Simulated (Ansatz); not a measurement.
# Cr: the crystal squeezed far

How does Cr (beta tin type) answer strong compression? Methods of the runs shown: PAW.

Method: DFT, PBE, PAW with Ansatz's default frozen-core files, scalar-relativistic, in Ansatz 0.2.0.

1 further run of the same task is left out (it didn't finish).

## (1) The structure to begin with

Symmetry: I4_1/amd, No. 141, tetragonal system. The conventional cell has a = 4.450 Å, b = 4.450 Å, c = 2.447 Å, α = 90.00°, β = 90.00°, γ = 90.00°. Around Cr (site symmetry -4m2) lie 6 Cr at 2.31 to 2.45 Å.

Structure file:

```
Cr
1.0
    -2.22489    2.22489    1.22369
     2.22489   -2.22489    1.22369
     2.22489    2.22489   -1.22369
Cr
2
Direct
  0.62500 0.87500 0.75000
  0.37500 0.12500 0.25000
```

Whether this phase is the stable one at these pressures isn't tested.

Atoms are numbered in the order of the input: Cr1, Cr2.

## (2) Cell relaxed at zero pressure, PAW

Input file input.yaml:

```yaml
crystal:
  lattice:
    - [-2.2248901408, 2.2248901408, 1.2236895775]
    - [2.2248901408, -2.2248901408, 1.2236895775]
    - [2.2248901408, 2.2248901408, -1.2236895775]
  atoms:
    - { symbol: Cr, position: [-0.375, -0.125, -0.25], spin: 2.0 }
    - { symbol: Cr, position: [0.375, 0.125, 0.25], spin: 2.0 }
magnetization:
  spin_polarized: true
kpoints:
  mp_grid: { grid: [17, 17, 17] }
scf:
  occupations: { method: fermi_dirac, width: 0.1 }
hamiltonian:
  xc: pbe
  pseudopotentials: { kind: paw }
output:
  forces: true
  stress: true
relax:
  f_tol: 0.005
  max_steps: 40
  cell: {}
```

Started as:

```console
ansatz run input.yaml --threads 1 --pin off --max-ram 3072MiB --backend cpu --events-out ev --progress --plain --runs-dir out
```

After this run come: Volume scaled by 1, PAW; Shape and atoms relaxed at 0.9 of the volume, PAW; Volume scaled by 0.9, PAW; Shape and atoms relaxed at 0.8 of the volume, PAW; Volume scaled by 0.8, PAW; Shape and atoms relaxed at 0.7 of the volume, PAW; Volume scaled by 0.7, PAW; Shape and atoms relaxed at 0.6 of the volume, PAW; Volume scaled by 0.6, PAW; Shape and atoms relaxed at 0.5 of the volume, PAW; Volume scaled by 0.5, PAW; Shape and atoms relaxed at 0.4 of the volume, PAW.

Before running it: what results should come out? Wanted: PAW pressure at 0.5 of the volume; fitted bulk modulus at zero pressure.

**Answer**, as computed:

| quantity | value |
| --- | --- |
| PAW pressure at 0.5 of the volume | 554.0 GPa |
| fitted bulk modulus at zero pressure (PAW) | 209 GPa |
| its pressure derivative | 3.89 |

What this shows: By PAW the pressure climbs to 554 GPa at 0.5 of the first volume. One third-order Birch-Murnaghan curve follows these points (B₀ = 209 GPa, B′ = 3.89, misfit at most 0.71 GPa). A fit over so wide a range leans to the high pressures, so B₀ can be off by several per cent. No all-electron run checks these rows here, and frozen cores can fail under such compression. The ions are at rest, and the electrons smeared by 0.1 eV.
